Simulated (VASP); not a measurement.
# BaS (Fm-3m) in VASP: single point with PBE0

Aim: the single point of BaS with PBE0.

Program: VASP 6.6.1. These are calculated values, not measurements. Logs are shortened: lines on timing, memory, paths and dates and some standing lists are left out, and cuts for length are marked.

**What was measured.**

A printed reference work, monograph, original work of 1988 reports, for a bulk crystal of BaS at 2 K: band gap 3.806 eV (indirect).

The results are compared with them further down.

## (1) The crystal as given

Symmetry: Fm-3m, No. 225, cubic system. The conventional cell has a = 6.363 Å, b = 6.363 Å, c = 6.363 Å, α = 90.00°, β = 90.00°, γ = 90.00°. Around Ba (site symmetry m-3m) lie 6 S at 3.18 Å. S (site symmetry m-3m) has 6 Ba at 3.18 Å as nearest neighbours.

The cell is a database's computed one.

## (2) Single point, PBE0

Input file POSCAR:

```
BaS
1.0
    0.0000000000      3.1813900000      3.1813900000
    3.1813900000      0.0000000000      3.1813900000
    3.1813900000      3.1813900000      0.0000000000
Ba S
1 1
Direct
    0.0000000000      0.0000000000      0.0000000000
    0.5000000000      0.5000000000      0.5000000000
```

Input file INCAR.step1:

```
ALGO     = Normal         # electronic algorithm
EDIFF    = 1E-5           # SCF threshold, eV
ENCUT    = 520            # plane-wave cutoff, eV
GGA      = PE             # functional
ISIF     = 2              # what is computed and relaxed
ISMEAR   = 0              # smearing method
LASPH    = True           # aspherical terms in the spheres
LREAL    = False          # projectors in reciprocal space
LWAVE    = True           # write WAVECAR
NBANDS   = 15             # bands
NELM     = 60             # most SCF steps
PREC     = Accurate       # precision mode
SIGMA    = 0.02           # smearing width, eV
```

Input file INCAR.step2:

```
AEXX     = 0.25           # exact-exchange fraction
ALGO     = Normal         # electronic algorithm
EDIFF    = 1E-6           # SCF threshold, eV
ENCUT    = 520            # plane-wave cutoff, eV
GGA      = PE             # functional
HFRCUT   = -1           
ISIF     = 2              # what is computed and relaxed
ISMEAR   = 0              # smearing method
ISTART   = 1            
LASPH    = True           # aspherical terms in the spheres
LCHARG   = True           # write CHGCAR
LELF     = True           # ELF
LHFCALC  = True           # exact exchange
LREAL    = False          # projectors in reciprocal space
LVHAR    = True         
LWAVE    = False          # write WAVECAR
NBANDS   = 15             # bands
NELM     = 60             # most SCF steps
PREC     = Accurate       # precision mode
PRECFOCK = Fast         
SIGMA    = 0.02           # smearing width, eV
```

Input file KPOINTS:

```
k-points
0
Gamma
  6 6 6
```

Potentials or basis: VASP PAW PBE potentials, release 64 (Ba_sv, S).

Started as:

```bash
$ cat potpaw_PBE.64/Ba_sv/POTCAR potpaw_PBE.64/S/POTCAR > POTCAR
$ cp INCAR.step1 INCAR
$ mpirun -np 1 vasp_std > vasp.out
$ cp INCAR.step2 INCAR
$ mpirun -np 1 vasp_std > vasp.out
```

OUTCAR:

```text
AEXX = 0.25
   EDIFF = 1E-6
   ENCUT = 520
   GGA = PE
   ISIF = 2
   ISMEAR = 0
   ISTART = 1
   LASPH = True
   LHFCALC = True
   LREAL = False
   NELM = 60
   PREC = Accurate
   PRECFOCK = Fast

 ion  position               nearest neighbor table
   1  0.000  0.000  0.000-   2 3.18   2 3.18   2 3.18   2 3.18   2 3.18   2 3.18
   2  0.500  0.500  0.500-   1 3.18   1 3.18   1 3.18   1 3.18   1 3.18   1 3.18

  LATTYP: Found a face centered cubic cell.
 ALAT       =     6.3627800000

  Lattice vectors:

 A1 = (   0.0000000000,   3.1813900000,   3.1813900000)
 A2 = (   3.1813900000,   0.0000000000,   3.1813900000)
 A3 = (   3.1813900000,   3.1813900000,   0.0000000000)

Analysis of symmetry for initial positions (statically):
=====================================================================
 Subroutine PRICEL returns:
 Original cell was already a primitive cell.

 Routine SETGRP: Setting up the symmetry group for a
 face centered cubic supercell.

 Subroutine GETGRP returns: Found 48 space group operations
 (whereof 48 operations were pure point group operations)
 out of a pool of 48 trial point group operations.

The static configuration has the point symmetry O_h .

Analysis of symmetry for dynamics (positions and initial velocities):
=====================================================================
 Subroutine PRICEL returns:
 Original cell was already a primitive cell.

 Routine SETGRP: Setting up the symmetry group for a
 face centered cubic supercell.

 Subroutine GETGRP returns: Found 48 space group operations
 (whereof 48 operations were pure point group operations)
 out of a pool of 48 trial point group operations.

The dynamic configuration has the point symmetry O_h .

 Subroutine INISYM returns: Found 48 space group operations
 (whereof 48 operations are pure point group operations),
 and found     1 'primitive' translations

----------------------------------------------------------------------------------------

                                     Primitive cell

  volume of cell :      64.3992

  direct lattice vectors                    reciprocal lattice vectors
     0.000000000  3.181390000  3.181390000    -0.157164007  0.157164007  0.157164007
     3.181390000  0.000000000  3.181390000     0.157164007 -0.157164007  0.157164007
     3.181390000  3.181390000  0.000000000     0.157164007  0.157164007 -0.157164007

  length of vectors
     4.499164885  4.499164885  4.499164885     0.272216045  0.272216045  0.272216045

  position of ions in fractional coordinates (direct lattice)
     0.000000000  0.000000000  0.000000000
     0.500000000  0.500000000  0.500000000

  ion indices of the primitive-cell ions
   primitive index   ion index
                 1           1
                 2           2

----------------------------------------------------------------------------------------

 KPOINTS: k-points

Automatic generation of k-mesh.
 Grid dimensions read from file:
 generate k-points for:    6    6    6

 Generating k-lattice:

  Cartesian coordinates                     Fractional coordinates (reciprocal lattice)
    -0.026194001  0.026194001  0.026194001     0.166666667  0.000000000  0.000000000
     0.026194001 -0.026194001  0.026194001     0.000000000  0.166666667  0.000000000
     0.026194001  0.026194001 -0.026194001     0.000000000  0.000000000  0.166666667

  Length of vectors
     0.045369341  0.045369341  0.045369341

  Shift w.r.t. Gamma in fractional coordinates (k-lattice)
     0.000000000  0.000000000  0.000000000

 Subroutine IBZKPT returns following result:
 ===========================================

 Found     16 irreducible k-points:

 Following reciprocal coordinates:
            Coordinates               Weight
  0.000000  0.000000  0.000000      1.000000
  0.166667  0.000000  0.000000      8.000000
  0.333333  0.000000  0.000000      8.000000
  0.500000  0.000000  0.000000      4.000000
  0.166667  0.166667  0.000000      6.000000
  0.333333  0.166667  0.000000     24.000000
[... 8 lines left out ...]
 -0.333333  0.333333  0.166667     24.000000
 -0.333333  0.500000  0.166667     12.000000
   k-points           NKPTS =     16   k-points in BZ     NKDIM =    216   number of bands    NBANDS=     15
   number of dos      NEDOS =    301   number of ions     NIONS =      2
   total plane-waves  NPLWV =  46656
   dimension x,y,z NGX =    36 NGY =   36 NGZ =   36
   dimension x,y,z NGXF=    72 NGYF=   72 NGZF=   72
   ions per type =               1   1
   NGX,Y,Z   is equivalent  to a cutoff of  13.30, 13.30, 13.30 a.u.
   NGXF,Y,Z  is equivalent  to a cutoff of  26.60, 26.60, 26.60 a.u.
 SYSTEM =  unknown system
   PREC   = accura    normal or accurate (medium, high low for compatibility)
   ISTART =      1    job   : 0-new  1-cont  2-samecut
   ICHARG =      0    charge: 1-file 2-atom 10-const
   ISPIN  =      1    spin polarized calculation?
   LNONCOLLINEAR =      F non collinear calculations
   LSORBIT =      F    spin-orbit coupling
   LASPH  =      T    aspherical Exc in radial PAW
   ENCUT  =  520.0 eV  38.22 Ry    6.18 a.u.   8.37  8.37  8.37*2*pi/ulx,y,z
   NELM   =     60;   NELMIN=  2; NELMDL=  0     # of ELM steps
   EDIFF  = 0.1E-05   stopping-criterion for ELM
   LREAL  =      F    real-space projection
   EDIFFG = 0.1E-04   stopping-criterion for IOM
   NSW    =      0    number of steps for IOM
   IBRION =     -1    ionic relax: 0-MD 1-quasi-New 2-CG
   NFREE  =      0    steps in history (QN), initial steepest desc. (CG)
   ISIF   =      2    stress and relaxation
   ISYM   =      3    0-nonsym 1-usesym 2-fastsym
   POTIM  = 0.5000    time-step for ionic-motion
   TEBEG  =    0.0;   TEEND  =   0.0 temperature during run
   PSTRESS=    0.0 pullay stress
   NELECT =      16.0000    total number of electrons
   NUPDOWN=      -1.0000    fix difference up-down
   EMIN   =  10.00;   EMAX   =-10.00  energy-range for DOS
   EFERMI =   0.00;   METHOD = LEGACY
   ISMEAR =     0;   SIGMA  =   0.02  broadening in eV -4-tet -1-fermi 0-gaus
   EFERMI_NEDOS =   21; number of points for ismear=-14 and -15
   IALGO  =     38    algorithm
   IMIX   =      1    mixing-type and parameters
     AMIX     =   0.40;   BMIX     =  1.00
     AMIX_MAG =   1.60;   BMIX_MAG =  1.00
  volume/ion in A,a.u.               =      32.20       217.29
  Fermi-wavevector in a.u.,A,eV,Ry     =   1.029172  1.944853 14.411220  1.059195
  Thomas-Fermi vector in A             =   2.163206
   LORBIT       =      0    0 simple, 1 ext, 2 COOP (PROOUT), +10 PAW based schemes
   GGA     = PE    functional components
   LHFCALC =     T    Hartree Fock is set to
   PRECFOCK=fast      Normal, Fast or Accurate (Low or Medium for compatibility)
   ENCUT4O =  -1.0   cutoff for four orbital integrals eV
   NKREDX  =     1    reduce k-point grid by
   NKREDY  =     1    reduce k-point grid by
   NKREDZ  =     1    reduce k-point grid by
   AEXX    =    0.2500 exact exchange contribution
   HFSCREEN=    0.0000 screening length (either q_TF or 0.3 A-1)
   HFSCREENC=   0.0000 screening length for correlation (either q_TF or 0.3 A-1)
   ENCUTFOCK=  -1.0 apply spherical cutoff to Coloumb kernel
   IVDW    =     0    specifies the selected vdW correction
   LEPSILON=     F    determine dielectric tensor
   LRPA    =     F    only Hartree local field effects (RPA)
 non-spin polarized calculation
 Gauss-broadening in eV      SIGMA  =   0.02
  energy-cutoff  :      520.00
  volume of cell :       64.40
 maximum number of plane-waves:      1759
 NGX is ok and might be reduce to    36
  NGX = 20; NGY = 20; NGZ = 20

 number of electron      16.0000001 magnetization

 Free energy of the ion-electron system (eV)
  ---------------------------------------------------
  ext. energy  EPLUGINS =         0.00000000
  ---------------------------------------------------
  free energy    TOTEN  =       -12.10084679 eV

  energy without entropy =      -12.10084679  energy(sigma->0) =      -12.10084679

 E-fermi :   0.5817     XC(G=0):  -6.8663

 val. band max:        0.4924224617   @ k =   0.0000   0.0000   0.0000
 cond. band min:       4.1785428328   @ k =   0.5000   0.5000   0.0000
 fundamental gap:      3.6861203711
 Fermi energy:         0.5816752108

 k-point     1 :       0.0000    0.0000    0.0000
  band No.  band energies     occupation
      1     -27.3319      2.00000
      2     -11.3165      2.00000
      3     -11.3165      2.00000
      4     -11.3165      2.00000
      5     -11.0298      2.00000
      6       0.4924      2.00000
      7       0.4924      2.00000
      8       0.4924      2.00000
      9       5.8030      0.00000
     10       6.1295      0.00000
     11       6.1295      0.00000
     12       6.1295      0.00000
     13       7.0909      0.00000
     14       7.0909      0.00000
     15      10.9580      0.00000

 k-point     2 :       0.1667    0.0000    0.0000
  band No.  band energies     occupation
      1     -27.3183      2.00000
      2     -12.0063      2.00000
      3     -11.3257      2.00000
      4     -11.3257      2.00000
      5     -10.3068      2.00000
      6      -0.2082      2.00000
      7       0.1176      2.00000
      8       0.1176      2.00000
      9       6.1434      0.00000
     10       6.5735      0.00000
     11       6.5735      0.00000
     12       6.8351      0.00000
     13       7.9358      0.00000
     14       7.9358      0.00000
     15      12.1013      0.00000
[... 221 lines left out ...]
      3     -11.6281      2.00000
      4     -11.5205      2.00000
      5      -9.9471      2.00000
      6      -0.9460      2.00000
      7      -0.2941      2.00000
      8      -0.2214      2.00000
      9       6.7231      0.00000
     10       6.8516      0.00000
     11       9.1408      0.00000
     12       9.5627      0.00000
     13       9.8786      0.00000
     14      11.8941      0.00000
     15      12.2148      0.00000

 k-point    16 :      -0.3333    0.5000    0.1667
  band No.  band energies     occupation
      1     -27.2616      2.00000
      2     -12.0028      2.00000
      3     -11.7994      2.00000
      4     -11.6275      2.00000
      5     -10.2804      2.00000
      6      -0.5150      2.00000
      7      -0.1144      2.00000
      8       0.0691      2.00000
      9       5.3578      0.00000
     10       7.9096      0.00000
     11       8.6584      0.00000
     12       9.4716      0.00000
     13      10.1469      0.00000
     14      10.8844      0.00000
     15      12.4054      0.00000

------------------------ aborting loop because EDIFF is reached ----------------------------------------

  FORCE on cell =-STRESS in cart. coord.  units (eV):
  Direction    XX          YY          ZZ          XY          YZ          ZX
  --------------------------------------------------------------------------------------
  -------------------------------------------------------------------------------------
  Total        0.6155971      0.6155971      0.6155971      0.0000000      0.0000000      0.0000000
  in kB       15.3153319     15.3153319     15.3153319      0.0000000      0.0000000      0.0000000
  external PRESSURE =      15.3153319 kB  Pullay stress =       0.0000000 kB

 VOLUME and BASIS-vectors are now :
 -----------------------------------------------------------------------------
  energy-cutoff  :      520.00
  volume of cell :       64.40
      direct lattice vectors                 reciprocal lattice vectors
     0.000000000  3.181390000  3.181390000    -0.157164007  0.157164007  0.157164007
     3.181390000  0.000000000  3.181390000     0.157164007 -0.157164007  0.157164007
     3.181390000  3.181390000  0.000000000     0.157164007  0.157164007 -0.157164007

 POSITION                                       TOTAL-FORCE (eV/Angst)
 -----------------------------------------------------------------------------------
      0.00000      0.00000      0.00000         0.000000     -0.000000      0.000000
      3.18139      3.18139      3.18139        -0.000000      0.000000     -0.000000
 -----------------------------------------------------------------------------------
    total drift:                               -0.000000      0.000000     -0.000000

  FREE ENERGIE OF THE ION-ELECTRON SYSTEM (eV)
  ---------------------------------------------------
  free  energy   TOTEN  =       -12.1008467851 eV

  energy  without entropy=      -12.1008467851  energy(sigma->0) =      -12.10084679
```

Wall time 17 min (1 thread of Intel Xeon Platinum 8488C (Sapphire Rapids), shared host); peak memory 0.22 GiB.

What came out:

- Free energy: -12.1008 eV
- Pressure: 1.5 GPa
- Band gap on the k mesh: 3.69 eV, indirect (least direct gap 3.85 eV)

Levels at points of the mesh, in eV from the valence-band top:
```
           k point  band 4  band 5  band 6  band 7  band 8  band 9  band 10  band 11  band 12  band 13
(0.00, 0.00, 0.00)  -11.81  -11.52    0.00    0.00    0.00    5.31     5.64     5.64     5.64     6.60
(0.50, 0.00, 0.00)  -11.84   -9.89   -2.16   -1.22   -1.22    7.38     7.48     8.35     8.35    10.89
(0.50, 0.50, 0.00)  -12.03  -11.42   -0.61   -0.16   -0.16    3.69     7.86     7.99     9.63     9.63
```

Caveat: the PAW data sets were made with another functional, which shifts forces and pressure a little; spin-orbit coupling is left out, which moves the levels of the heavy elements.

## (3) Comparison with measurements

Step 2. Against the measured gap of BaS, 3.806 eV (indirect; 2 K; a printed reference work, monograph, original work of 1988), the calculated 3.69 eV is off by -0.12 eV. Spin-orbit coupling on Ba is left out. The value is that of PBE0 on a finite k mesh, which can miss the band edges, without temperature or zero-point motion. The cell is a database's relaxed one, not the measured one, which moves gaps too.
